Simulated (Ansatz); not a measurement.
A generator proposed this cell of P.

```xyz
1
Lattice="2.0712 0.0000 0.0000 0.0000 2.0712 0.0000 0.0000 0.0000 4.4043" Properties=species:S:1:pos:R:3 pbc="T T T"
P     0.0000    0.0000    0.0000
```

Computed with DFT PBE, scalar-relativistic, plane waves, PAW (Ansatz 0.2.0). Settings: cutoff 420 eV, Γ-centred mesh 8×8×4 on the computed 1-atom cell, Gaussian smearing of 0.10 eV; no spin polarisation.

Energies count from the standard state of P at the same level. The references include black phosphorus.

Problem. Estimate its pressure, forces and energy as it stands.

Solution. The pressure is 32.1 GPa (the mean over three directions, positive in compression), the largest force is 0.00 eV/Å (symmetry fixes the atoms), and the energy is +1.12 eV/atom against the standard state. The shortest distance is 2.07 Å.

Problem. Is it a good guess?

Solution. A poor one: relaxing gains about 1.0 eV/atom (the start's value is from the coarse mesh, so the gain is rough) in 35 ionic steps and ends at +0.09 eV/atom on the finer mesh. The symmetry goes from P4/mmm (No. 123) to Pm-3m (No. 221). The end has the simple cubic type. The volume per atom shrinks by 22.7 %, from 18.9 to 14.6 Å³. The shortest distance goes from 2.07 Å (P–P) to 2.44 Å (P–P). Conventional cell: a = 2.445 Å. Around P lie 6 P at 2.44 Å.

The last run used a 22×22×24 mesh (in the run's order of axes) for its 1-atom cell and Gaussian smearing of 0.10 eV. The reference form of P is held partly by dispersion forces, which this level lacks. The relaxation can't lower the symmetry of the start, and the grade says only how near the guess is to its own end. A structure relaxed within its symmetry needn't be a true minimum. Another cell of P relaxed alike, in R-3m, lies 48 meV/atom lower, so this cell isn't the stable form at this level.
